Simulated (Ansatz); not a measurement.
# Cadmium, bcc under revPBE: ground state and equation of state

Aim: take cadmium in the bcc structure, relax it, solve it on a dense k-mesh, then scale the cell to 7 volumes from 88 to 112 % of the relaxed one and try a fit of the equation of state. Spin polarisation is left out. The k-meshes are 13×13×13 for the relaxation; 20×20×20 for the dense run; 14×14×14 for the volumes.

This is Cd in the bcc structure; at room conditions it is hcp.

Method: DFT revPBE, plane waves (420 eV) with PAW, scalar-relativistic; PAW files made under PBE, frozen cores solved again for the functional, in Ansatz 0.2.0.

## (1) Starting point

It takes space group Im-3m (No. 229, cubic). The conventional cell has a = 3.508 Å, b = 3.508 Å, c = 3.508 Å, α = 90.00°, β = 90.00°, γ = 90.00°. Cd (site symmetry m-3m) is surrounded by 8 Cd at 3.04 Å.

Coordinates:

```cif
data_structure
_symmetry_space_group_name_H-M 'Im-3m'
_symmetry_Int_Tables_number 229
_cell_length_a 3.5080
_cell_length_b 3.5080
_cell_length_c 3.5080
_cell_angle_alpha 90.000
_cell_angle_beta 90.000
_cell_angle_gamma 90.000
_cell_volume 43.17
loop_
_atom_site_label
_atom_site_type_symbol
_atom_site_symmetry_multiplicity
_atom_site_Wyckoff_symbol
_atom_site_fract_x
_atom_site_fract_y
_atom_site_fract_z
_atom_site_occupancy
Cd1 Cd 2 a 0.00000 0.00000 0.00000 1
```

## (2) Relaxing cell and atoms

Contents of input.yaml:

```yaml
crystal:
  lattice:
    - [-1.7540139848, 1.7540139848, 1.7540139848]
    - [1.7540139848, -1.7540139848, 1.7540139848]
    - [1.7540139848, 1.7540139848, -1.7540139848]
  atoms:
    - { symbol: Cd, position: [0.0, 0.0, 0.0] }
hamiltonian:
  xc: revpbe
  pseudopotentials:
    kind: paw
    azcp:
      Cd: "pseudopotentials/Cd.paw.azcp"
basis:
  ecutwfc: 420
  fft_grid_basis: typed
kpoints:
  mp_grid: { grid: [13, 13, 13], shift: [0, 0, 0] }
magnetization:
  spin_polarized: false
scf:
  occupations: { method: fermi_dirac, width: 0.1 }
relax:
  max_steps: 60
  f_tol: 0.01
  cell: {}
```

The program printed:

```text
Warning: RAYON_NUM_THREADS=2 ignored (pool sized by the plan → 2); use --threads N
Engine: ansatz 0.2.0, aarch64-unknown-linux-gnu
Pseudopotentials: kind: paw
Pseudopotential: Cd, paw, valence charge 20, recommended cutoff 420 eV (normal), <dir>
Functional definition: revPBE
  parameter kappa = 1.245
  parameter beta = 0.06672455060314922
  exchange = pbe_x(kappa = kappa, mu = beta*pi^2/3)
  correlation = pbe_c(beta = beta)
Crystal: 1 atoms, lattice volume = 21.585 Å³
Basis set: ecut = 420 eV, 429 PW (Γ), exchange–correlation on 48×48×48 points (8 copies of the dense FFT grid, shifted against one another)
Bands: 14, of which v1, the nominal top of the filled ones, is band 10 counted from 1 (9 counted from 0)
Symmetry: 48 space group operations
Space group: Im-3m (ITA 229), of the structure as read, at distance tolerance 2.8e-5 Å
k-points: 84 of 2197
Non-local potential: Cd, projectors of the file, l = 0: 3, l = 1: 2, l = 2: 2, l = 3: 1
PAW form: soft (Blöchl's): semilocal exchange-correlation on the pseudo side does not see the compensation charge
PAW frozen core: Cd, regenerated for the run's functional, and the local potential with it (the file was generated under x = pbe(κ = 0.804, μ = 0.2195149727645171), c = pbe(β = 0.06672455060314922))
PAW one-centre angular grid: Cd, 590 points (default); XC on 64 Gauss nodes
Initial density: superposition of atomic densities (neutral atoms: chi_scale 0, normalization atom), corrected by the library's trained network
Initial wavefunctions: pseudopotential atomic-orbital guess
Functional: x = revpbe(κ = 1.245, μ = 0.2195149727645171), c = pbe(β = 0.06672455060314922)
SCF iter   1: F=—  HF=-8260.229704 eV  |F-HF|=—  |Δ(HF+E_count)|=         —  Δρ=3.31e-3  dr2=1.94e-3  ethr=1.77e-3  ⟨swp⟩=5.0  Hψ=5903  notcnv=0
preconditioner: auto → Kerker (q_TF=auto, 2.694 Å⁻¹)  [metal: Δε(μ)=0.137 eV  Ē_g=16.721 eV  σ=0.100 eV  W_gap=0.31  n_scr=12 (ndim 8)  ℏωp=27.7 eV  f_vac=0.000  D(μ)=0.35/eV (n_scr^D=0)]
SCF iter   2: F=—  HF=-8260.229264 eV  |F-HF|=—  |Δ(HF+E_count)|=   4.39e-4  Δρ=1.10e-3  dr2=2.33e-4  ethr=9.68e-6  ⟨swp⟩=2.1  Hψ=2444  notcnv=0
SCF iter   3: F=—  HF=-8260.229211 eV  |F-HF|=—  |Δ(HF+E_count)|=   5.35e-5  Δρ=3.50e-4  dr2=1.44e-5  ethr=1.17e-6  ⟨swp⟩=2.3  Hψ=1662  notcnv=0
SCF iter   4: F=—  HF=-8260.229209 eV  |F-HF|=—  |Δ(HF+E_count)|=   1.31e-6  Δρ=4.63e-5  dr2=2.02e-7  ethr=7.18e-8  ⟨swp⟩=2.6  Hψ=1832  notcnv=0
iter 5 did not close the SCF: its close was put off for the readings that it lacked (scf_convergence_deferred on its scf_iter line)
SCF iter   5: F=-8260.229210 eV  HF=-8260.229210 eV  |F-HF|=6.45e-9  |Δ(HF+E_count)|=   1.30e-7  Δρ=6.75e-6  dr2=5.43e-9  ethr=1.01e-9  ⟨swp⟩=2.8  Hψ=1993  notcnv=0
SCF iter   6: F=-8260.229210 eV  HF=-8260.229210 eV  |F-HF|=1.42e-10  |Δ(HF+E_count)|=   7.26e-9  Δρ=1.53e-6  dr2=2.81e-10  ethr=2.72e-11  ⟨swp⟩=1.9  Hψ=3389  notcnv=0
SCF 1 converged in 6 iterations: F = -8260.229210 eV  dr2 = 2.81e-10
relax step   1: F+E_penalty+E_count = -8260.22920961 eV  Δ(F+E_penalty+E_count) = +0.000e0 eV  max|allowed force component| = 0.000e0 eV/Å  Δτ_max = 0.0000 Å  P = +5.743 GPa  Ω = 21.585 Å³  (6 SCF iters, dr2 threshold 1.00e-7 eV, accepted)
Crystal: 1 atoms, lattice volume = 24.204 Å³
Basis set: ecut = 420 eV, 459 PW (Γ), exchange–correlation on 48×48×48 points (8 copies of the dense FFT grid, shifted against one another)
Initial density: handed on by an earlier stage of this run
Initial wavefunctions: those handed on with the density
iter 1 solved again at ethr=2.86e-5 eV; its pass at ethr=3.10e-3 eV (dr2=5.73e-3 eV) is discarded
SCF iter   1: F=—  HF=-8260.274810 eV  |F-HF|=—  |Δ(HF+E_count)|=         —  Δρ=4.80e-3  dr2=6.61e-3  ethr=2.86e-5  ⟨swp⟩=1.1  Hψ=8154  notcnv=0
preconditioner: auto → Kerker (q_TF=auto, 2.643 Å⁻¹)  [metal: Δε(μ)=0.108 eV  Ē_g=15.950 eV  σ=0.100 eV  W_gap=0.26  n_scr=12 (ndim 8)  ℏωp=26.1 eV  f_vac=0.000  D(μ)=0.38/eV (n_scr^D=0)]
SCF iter   2: F=—  HF=-8260.273183 eV  |F-HF|=—  |Δ(HF+E_count)|=   1.63e-3  Δρ=2.17e-3  dr2=1.64e-3  ethr=2.86e-5  ⟨swp⟩=2.2  Hψ=1628  notcnv=0
SCF iter   3: F=—  HF=-8260.272780 eV  |F-HF|=—  |Δ(HF+E_count)|=   4.03e-4  Δρ=8.45e-4  dr2=1.99e-4  ethr=8.20e-6  ⟨swp⟩=2.1  Hψ=1631  notcnv=0
SCF iter   4: F=—  HF=-8260.272796 eV  |F-HF|=—  |Δ(HF+E_count)|=   1.61e-5  Δρ=2.28e-4  dr2=7.52e-6  ethr=9.94e-7  ⟨swp⟩=2.3  Hψ=1634  notcnv=0
SCF iter   5: F=—  HF=-8260.272820 eV  |F-HF|=—  |Δ(HF+E_count)|=   2.37e-5  Δρ=3.82e-5  dr2=2.34e-7  ethr=3.76e-8  ⟨swp⟩=2.6  Hψ=1902  notcnv=0
SCF iter   6: F=-8260.272820 eV  HF=-8260.272820 eV  |F-HF|=6.43e-9  |Δ(HF+E_count)|=   2.35e-7  Δρ=6.45e-6  dr2=7.51e-9  ethr=5.00e-10  ⟨swp⟩=4.0  Hψ=3691  notcnv=0
SCF 2 converged in 6 iterations: F = -8260.272820 eV  dr2 = 7.51e-9
relax step   2: F+E_penalty+E_count = -8260.27282040 eV  Δ(F+E_penalty+E_count) = -4.361e-2 eV  max|allowed force component| = 0.000e0 eV/Å  Δτ_max = 0.0000 Å  P = +0.381 GPa  Ω = 24.204 Å³  energy of the carried Pulay correction = -1.001e-3 eV  (6 SCF iters, dr2 threshold 1.00e-7 eV, accepted)
Crystal: 1 atoms, lattice volume = 24.415 Å³
iter 1 solved again at ethr=1.88e-7 eV; its pass at ethr=3.10e-3 eV (dr2=3.77e-5 eV) is discarded
SCF iter   1: F=—  HF=-8260.273070 eV  |F-HF|=—  |Δ(HF+E_count)|=         —  Δρ=3.20e-4  dr2=3.02e-5  ethr=1.88e-7  ⟨swp⟩=2.1  Hψ=7666  notcnv=0
preconditioner: auto → Kerker (q_TF=auto, 2.639 Å⁻¹)  [metal: Δε(μ)=0.099 eV  Ē_g=15.818 eV  σ=0.100 eV  W_gap=0.24  n_scr=12 (ndim 8)  ℏωp=26.0 eV  f_vac=0.000  D(μ)=0.39/eV (n_scr^D=0)]
SCF iter   2: F=—  HF=-8260.273063 eV  |F-HF|=—  |Δ(HF+E_count)|=   7.06e-6  Δρ=1.50e-4  dr2=8.01e-6  ethr=1.51e-7  ⟨swp⟩=2.0  Hψ=1584  notcnv=0
SCF iter   3: F=—  HF=-8260.273062 eV  |F-HF|=—  |Δ(HF+E_count)|=   1.74e-6  Δρ=5.72e-5  dr2=9.33e-7  ethr=4.00e-8  ⟨swp⟩=2.1  Hψ=1635  notcnv=0
SCF iter   4: F=-8260.273062 eV  HF=-8260.273062 eV  |F-HF|=1.45e-8  |Δ(HF+E_count)|=   1.23e-7  Δρ=1.58e-5  dr2=3.68e-8  ethr=5.00e-10  ⟨swp⟩=2.8  Hψ=4250  notcnv=0
SCF 3 converged in 4 iterations: F = -8260.273062 eV  dr2 = 3.68e-8
relax step   3: F+E_penalty+E_count = -8260.27306165 eV  Δ(F+E_penalty+E_count) = -2.412e-4 eV  max|allowed force component| = 0.000e0 eV/Å  Δτ_max = 0.0000 Å  P = +0.103 GPa  Ω = 24.415 Å³  energy of the carried Pulay correction = -1.076e-3 eV  (4 SCF iters, dr2 threshold 1.00e-7 eV, accepted)
Crystal: 1 atoms, lattice volume = 24.494 Å³
iter 1 solved again at ethr=2.46e-8 eV; its pass at ethr=3.10e-3 eV (dr2=4.93e-6 eV) is discarded
SCF iter   1: F=—  HF=-8260.273061 eV  |F-HF|=—  |Δ(HF+E_count)|=         —  Δρ=1.14e-4  dr2=4.14e-6  ethr=2.46e-8  ⟨swp⟩=2.1  Hψ=7633  notcnv=0
preconditioner: auto → Kerker (q_TF=auto, 2.638 Å⁻¹)  [metal: Δε(μ)=0.095 eV  Ē_g=15.793 eV  σ=0.100 eV  W_gap=0.23  n_scr=12 (ndim 8)  ℏωp=26.0 eV  f_vac=0.000  D(μ)=0.39/eV (n_scr^D=0)]
SCF iter   2: F=—  HF=-8260.273060 eV  |F-HF|=—  |Δ(HF+E_count)|=   8.76e-7  Δρ=5.99e-5  dr2=1.25e-6  ethr=2.07e-8  ⟨swp⟩=1.9  Hψ=1553  notcnv=0
SCF iter   3: F=—  HF=-8260.273060 eV  |F-HF|=—  |Δ(HF+E_count)|=   1.67e-7  Δρ=2.18e-5  dr2=1.38e-7  ethr=6.26e-9  ⟨swp⟩=2.0  Hψ=1657  notcnv=0
SCF iter   4: F=-8260.273060 eV  HF=-8260.273060 eV  |F-HF|=1.45e-9  |Δ(HF+E_count)|=   2.91e-8  Δρ=5.81e-6  dr2=5.05e-9  ethr=1.32e-10  ⟨swp⟩=4.0  Hψ=3669  notcnv=0
SCF 4 converged in 4 iterations: F = -8260.273060 eV  dr2 = 5.05e-9
relax step   4: F+E_penalty+E_count = -8260.27305976 eV  Δ(F+E_penalty+E_count) = +1.884e-6 eV  max|allowed force component| = 0.000e0 eV/Å  Δτ_max = 0.0000 Å  P = +0.003 GPa  Ω = 24.494 Å³  energy of the carried Pulay correction = -1.104e-3 eV  (4 SCF iters, dr2 threshold 2.65e-8 eV, accepted)
Initial wavefunctions: pseudopotential atomic-orbital guess (no wavefunctions were taken with the density)
iter 1 solved again at ethr=1.82e-8 eV; its pass at ethr=3.10e-3 eV (dr2=3.63e-6 eV) is discarded
SCF iter   1: F=—  HF=-8260.273869 eV  |F-HF|=—  |Δ(HF+E_count)|=         —  Δρ=2.81e-4  dr2=3.33e-6  ethr=1.82e-8  ⟨swp⟩=3.1  Hψ=8929  notcnv=0
preconditioner: auto → Kerker (q_TF=auto, 2.638 Å⁻¹)  [metal: Δε(μ)=0.095 eV  Ē_g=15.791 eV  σ=0.100 eV  W_gap=0.23  n_scr=12 (ndim 8)  ℏωp=26.0 eV  f_vac=0.000  D(μ)=0.39/eV (n_scr^D=0)]
SCF iter   2: F=—  HF=-8260.273876 eV  |F-HF|=—  |Δ(HF+E_count)|=   7.53e-6  Δρ=1.37e-4  dr2=8.16e-7  ethr=1.67e-8  ⟨swp⟩=2.8  Hψ=2293  notcnv=0
SCF iter   3: F=—  HF=-8260.273897 eV  |F-HF|=—  |Δ(HF+E_count)|=   2.09e-5  Δρ=3.40e-5  dr2=6.65e-8  ethr=4.08e-9  ⟨swp⟩=2.9  Hψ=1993  notcnv=0
SCF iter   4: F=—  HF=-8260.273897 eV  |F-HF|=—  |Δ(HF+E_count)|=   4.34e-8  Δρ=2.53e-6  dr2=8.62e-10  ethr=3.32e-10  ⟨swp⟩=2.1  Hψ=1664  notcnv=0
SCF iter   5: F=—  HF=-8260.273897 eV  |F-HF|=—  |Δ(HF+E_count)|=  7.93e-10  Δρ=4.57e-7  dr2=5.38e-11  ethr=4.31e-12  ⟨swp⟩=2.7  Hψ=2001  notcnv=0
SCF iter   6: F=-8260.273897 eV  HF=-8260.273897 eV  |F-HF|=0.00e0  |Δ(HF+E_count)|=  3.27e-11  Δρ=1.50e-7  dr2=5.64e-12  ethr=1.00e-12  ⟨swp⟩=4.7  Hψ=4122  notcnv=0
SCF 5 converged in 6 iterations: F = -8260.273897 eV  dr2 = 5.64e-12
relax step   5: F+E_penalty+E_count = -8260.27389737 eV  Δ(F+E_penalty+E_count) = -8.376e-4 eV  max|allowed force component| = 0.000e0 eV/Å  Δτ_max = 0.0000 Å  P = -0.022 GPa  Ω = 24.494 Å³  stress off target by 2.15e-2 GPa  SCF on the basis re-selected at this cell (its energy is not comparable with the rows above)  (6 SCF iters)
basis re-selected at this cell: Δ(F+E_penalty+E_count) = -8.376e-4 eV, ΔP = -0.025 GPa vs the last step (what re-selecting the basis moved, of the pressure what is left beyond the Pulay correction that the steps carried, after the strain that the cell walked since its last selection, with what the two solves' SCF thresholds leave and, on support functions, any second-order correction that the steps lacked; it is no measure of the basis error at this ecutwfc). This SCF's stress stands 2.15e-2 GPa from its target on what of the cell is left free (relax.cell.stress_tol is 5.00e-2 GPa) and its largest allowed force component is 0.00e0 eV/Å (relax.f_tol is 1.00e-2 eV/Å): within both
SCF converged after 6 iterations
Free energy (F): -8260.273897 eV
Harris-Foulkes:  -8260.273897 eV  (|F-HF|=0.00e0)
Internal energy: -8260.260837 eV  (E = F + TS)
E sigma→0 (E₀):  -8260.267367 eV
Entropy (-TS):   -0.013060 eV (-13.060 meV/atom)
Fermi energy:    12.544414 eV
--- Per-component energies (eV) ---
  E_band       = -431.877650
  E_kinetic    = 504.341410
  E_local      = -3125.555684  (includes V_loc(G=0)·N_el)
  E_nonlocal   = 31.479235
  E_hartree    = 1459.096802
  E_xc         = -176.834522
  E_vxc        = -221.400915  (∫ρ·V_xc dr)
  E_paw        = -4088.331501  (= ΣΔE_a)
  E_vpaw       = -538.935195  (= ΣTr[D̂ρ^β])
  E_aug_tail   = 0.000014  (compensation charges beyond the density's cutoff)
  E_ewald      = -2864.376110
  E_core_change = -0.080480  (= ΣΔE_core)
  E_smearing   = -0.013060  (= −TS)
  E_closure    = -0.000000  (closes the sum)
  Σ components = -8260.273897   (vs F -8260.273897, Δ=0.00e0)
--- Forces (eV/Å), atoms counted from 1 ---
  atom   1  Cd     0.00000000    -0.00000000     0.00000000
  max |Σ_I F_I| component: 6.66e-31 eV/Å
--- Stress (GPa, compression-positive) ---
       -0.021507       0.000000      -0.000000
        0.000000      -0.021507      -0.000000
       -0.000000      -0.000000      -0.021507
  P = ⅓ Tr σ = -0.0215 GPa (-0.215 kbar)
--- Relaxed structure (4 steps of the walk, 4 accepted, 1 SCFs on fresh bases) ---
  F+E_penalty+E_count = -8260.27389737 eV   max|allowed force component| = 0.000e0 eV/Å   (the final SCF, on the basis selected at the relaxed cell)
  cell:  # Å, volume = 24.4937 Å³
    - [-1.8294968771797961, 1.8294968771797961, 1.8294968771797961]
    - [1.8294968771797961, -1.8294968771797961, 1.8294968771797961]
    - [1.8294968771797961, 1.8294968771797961, -1.8294968771797961]
  atoms:
    - { symbol: Cd, position: [0.0, 0.0, 0.0] }
```

Wall time 4.4 s (2 threads of an Arm CPU, shared host); peak memory 0.29 GiB.

The steps of the relaxation:

| step | energy change (meV/atom) | largest force (eV/Å) | pressure (GPa) | volume (Å³/atom) |
| --- | --- | --- | --- | --- |
| 1 | 0.00 | 0.0000 | 5.74 | 21.585 |
| 2 | -43.61 | 0.0000 | 0.38 | 24.204 |
| 3 | -43.85 | 0.0000 | 0.10 | 24.415 |
| 4 | -43.85 | 0.0000 | 0.00 | 24.494 |
| 5 | -44.69 | 0.0000 | -0.02 | 24.494 |

Steps that repeat a cell are solved on a basis chosen anew, so their changes of energy are no gain of the relaxation.

The cell of the run, before and after:

|  | before | after | change |
| --- | --- | --- | --- |
| a (Å) | 3.038 | 3.169 | +4.3 % |
| b (Å) | 3.038 | 3.169 | +4.3 % |
| c (Å) | 3.038 | 3.169 | +4.3 % |
| volume (Å³/atom) | 21.585 | 24.494 | +13.5 % |
| shortest distance (Å) | 3.038 | 3.169 | +4.3 % |
| space group (spins left aside) | Im-3m | Im-3m | same |

## (3) The energy on a finer k-mesh

Contents of input.yaml:

```yaml
crystal:
  lattice:
    - [-1.8294968772, 1.8294968772, 1.8294968772]
    - [1.8294968772, -1.8294968772, 1.8294968772]
    - [1.8294968772, 1.8294968772, -1.8294968772]
  atoms:
    - { symbol: Cd, position: [0.0, 0.0, 0.0] }
hamiltonian:
  xc: revpbe
  pseudopotentials:
    kind: paw
    azcp:
      Cd: "pseudopotentials/Cd.paw.azcp"
basis:
  ecutwfc: 420
  fft_grid_basis: typed
kpoints:
  mp_grid: { grid: [20, 20, 20], shift: [0, 0, 0] }
magnetization:
  spin_polarized: false
scf:
  occupations: { method: fermi_dirac, width: 0.1 }
```

The program printed (excerpt; [...] marks lines left out):

```text
Warning: RAYON_NUM_THREADS=2 ignored (pool sized by the plan → 2); use --threads N
[...]
[... 3 set-up lines as earlier in the session ...]
[...]
Crystal: 1 atoms, lattice volume = 24.494 Å³
Basis set: ecut = 420 eV, 459 PW (Γ)
Bands: 14, of which v1, the nominal top of the filled ones, is band 10 counted from 1 (9 counted from 0)
[... 1 set-up line as earlier in the session ...]
Space group: Im-3m (ITA 229), of the structure as read, at distance tolerance 2.9e-5 Å
k-points: 256 of 8000
[...]
SCF iter   1: F=—  HF=-8260.273526 eV  |F-HF|=—  |Δ(HF+E_count)|=         —  Δρ=2.94e-3  dr2=1.84e-3  ethr=1.77e-3  ⟨swp⟩=5.2  Hψ=18085  notcnv=0
[...]
SCF iter   6: F=-8260.273060 eV  HF=-8260.273060 eV  |F-HF|=3.02e-10  |Δ(HF+E_count)|=   1.23e-8  Δρ=1.68e-6  dr2=4.82e-10  ethr=4.18e-11  ⟨swp⟩=1.0  Hψ=9555  notcnv=0
[...]
SCF converged after 6 iterations
Free energy (F): -8260.273060 eV
[...]
E sigma→0 (E₀):  -8260.266690 eV
Entropy (-TS):   -0.012741 eV (-12.741 meV/atom)
Fermi energy:    12.541522 eV
[...]
```

It took 2.2 s on 2 threads of an Arm CPU, shared host; peak memory 0.33 GiB.

## (4) Equation of state: 88 %

Contents of input.yaml:

```yaml
crystal:
  lattice:
    - [-1.7531775332, 1.7531775332, 1.7531775332]
    - [1.7531775332, -1.7531775332, 1.7531775332]
    - [1.7531775332, 1.7531775332, -1.7531775332]
  atoms:
    - { symbol: Cd, position: [0.0, 0.0, 0.0] }
hamiltonian:
  xc: revpbe
  pseudopotentials:
    kind: paw
    azcp:
      Cd: "pseudopotentials/Cd.paw.azcp"
basis:
  ecutwfc: 420
  fft_grid_basis: typed
kpoints:
  mp_grid: { grid: [14, 14, 14], shift: [0, 0, 0] }
magnetization:
  spin_polarized: false
scf:
  occupations: { method: fermi_dirac, width: 0.1 }
  lower_state_search: "off"
output:
  stress: true
```

The program printed (excerpt; [...] marks lines left out):

```text
Warning: RAYON_NUM_THREADS=2 ignored (pool sized by the plan → 2); use --threads N
[...]
[... 3 set-up lines as earlier in the session ...]
[...]
Crystal: 1 atoms, lattice volume = 21.554 Å³
Basis set: ecut = 420 eV, 429 PW (Γ)
Bands: 14, of which v1, the nominal top of the filled ones, is band 10 counted from 1 (9 counted from 0)
[... 2 set-up lines as earlier in the session ...]
k-points: 104 of 2744
[...]
SCF iter   1: F=—  HF=-8260.224586 eV  |F-HF|=—  |Δ(HF+E_count)|=         —  Δρ=3.32e-3  dr2=1.87e-3  ethr=1.77e-3  ⟨swp⟩=5.0  Hψ=7302  notcnv=0
[...]
SCF iter   6: F=-8260.224146 eV  HF=-8260.224146 eV  |F-HF|=9.64e-11  |Δ(HF+E_count)|=   9.39e-9  Δρ=1.82e-6  dr2=3.80e-10  ethr=4.12e-11  ⟨swp⟩=1.9  Hψ=4051  notcnv=0
[...]
SCF converged after 6 iterations
Free energy (F): -8260.224146 eV
[...]
E sigma→0 (E₀):  -8260.217280 eV
Entropy (-TS):   -0.013731 eV (-13.731 meV/atom)
Fermi energy:    14.882039 eV
[...]
--- Stress (GPa, compression-positive) ---
        5.739416      -0.000000      -0.000000
        0.000000       5.739416      -0.000000
        0.000000      -0.000000       5.739416
  P = ⅓ Tr σ = 5.7394 GPa (57.394 kbar)
```

It took 1.6 s on 2 threads of an Arm CPU, shared host; peak memory 0.28 GiB.

## (5) Equation of state: 92 %

Edit input.yaml of step 4 so:

```diff
@@ -2,5 +2,5 @@
   lattice:
-    - [-1.7531775332, 1.7531775332, 1.7531775332]
-    - [1.7531775332, -1.7531775332, 1.7531775332]
-    - [1.7531775332, 1.7531775332, -1.7531775332]
+    - [-1.7793482203, 1.7793482203, 1.7793482203]
+    - [1.7793482203, -1.7793482203, 1.7793482203]
+    - [1.7793482203, 1.7793482203, -1.7793482203]
   atoms:
```

The program printed (excerpt; [...] marks lines left out):

```text
Warning: RAYON_NUM_THREADS=2 ignored (pool sized by the plan → 2); use --threads N
[...]
[... 3 set-up lines as earlier in the session ...]
[...]
Crystal: 1 atoms, lattice volume = 22.534 Å³
Basis set: ecut = 420 eV, 429 PW (Γ)
Bands: 14, of which v1, the nominal top of the filled ones, is band 10 counted from 1 (9 counted from 0)
[... 2 set-up lines as earlier in the session ...]
k-points: 104 of 2744
[...]
SCF iter   1: F=—  HF=-8260.251948 eV  |F-HF|=—  |Δ(HF+E_count)|=         —  Δρ=3.16e-3  dr2=1.84e-3  ethr=1.77e-3  ⟨swp⟩=5.2  Hψ=7345  notcnv=0
[...]
SCF iter   6: F=-8260.251495 eV  HF=-8260.251495 eV  |F-HF|=1.15e-10  |Δ(HF+E_count)|=   9.25e-9  Δρ=1.80e-6  dr2=3.79e-10  ethr=2.90e-11  ⟨swp⟩=1.9  Hψ=4138  notcnv=0
[...]
SCF converged after 6 iterations
Free energy (F): -8260.251495 eV
[...]
E sigma→0 (E₀):  -8260.244452 eV
Entropy (-TS):   -0.014086 eV (-14.086 meV/atom)
Fermi energy:    14.021271 eV
[...]
--- Stress (GPa, compression-positive) ---
        3.318783      -0.000000       0.000000
        0.000000       3.318783      -0.000000
       -0.000000       0.000000       3.318783
  P = ⅓ Tr σ = 3.3188 GPa (33.188 kbar)
```

Run time: 1.1 s. Hardware: 2 threads of an Arm CPU, shared host; peak memory 0.28 GiB.

(Part 1 of 2 ends here.)
